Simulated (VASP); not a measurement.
The system is Hf2N.

```
Hf N
1.0
     3.08017    0.00000    0.00000
    -1.54008    2.66750    0.00000
     0.00000    0.00000    5.88210
Hf N
2 1
Direct
  0.00000 0.00000 0.74743
  0.00000 0.00000 0.25257
  0.66667 0.33333 0.50000
```

The cell was built by a generator and needn't be a form met in nature.

| Quantity | Value |
| --- | --- |
| Program | VASP 6.6.1 |
| Task | relaxation of cell and atoms |
| Functional | vdW-DF-cx |
| Potentials or basis | VASP PAW PBE potentials, release 64 (Hf_pv, N) |
| Cutoff | 600 eV |
| k mesh | 10 × 10 × 5 |
| Occupations | fermi-dirac, width 0.05 eV |
| Spin | no spin polarisation |

At the start: pressure -5.6 GPa; volume 16.11 Å³/atom.

Task: How do energy, volume and symmetry change on relaxing?

Result: Over 7 steps the energy falls by 10.4 meV/atom and the volume is 15.52 Å³/atom (-3.7 %); space group P-6m2 (No. 187, to 0.05 Å).

Step by step:
```
step  energy change (eV)  largest force (eV/Å)  pressure (GPa)  volume (Å³)
   1              0.0000                0.1568           -5.65        48.33
   2              0.0526                1.1693           10.60        44.47
   3             -0.0276                0.2895           -0.27        46.85
   4             -0.0276                0.2997           -0.17        46.83
   5             -0.0309                0.0377            0.08        46.51
   6             -0.0309                0.0105            0.05        46.55
   7             -0.0313                0.0070           -0.08        46.55
```

Final structure:
```
Hf N
1.0
     3.04559    0.00000    0.00000
    -1.52279    2.63755    0.00000
     0.00000    0.00000    5.79508
Hf N
2 1
Direct
  0.00000 0.00000 0.74903
  0.00000 0.00000 0.25097
  0.66667 0.33333 0.50000
```

Caveat: the PAW data sets were made with another functional, which shifts forces and pressure a little.
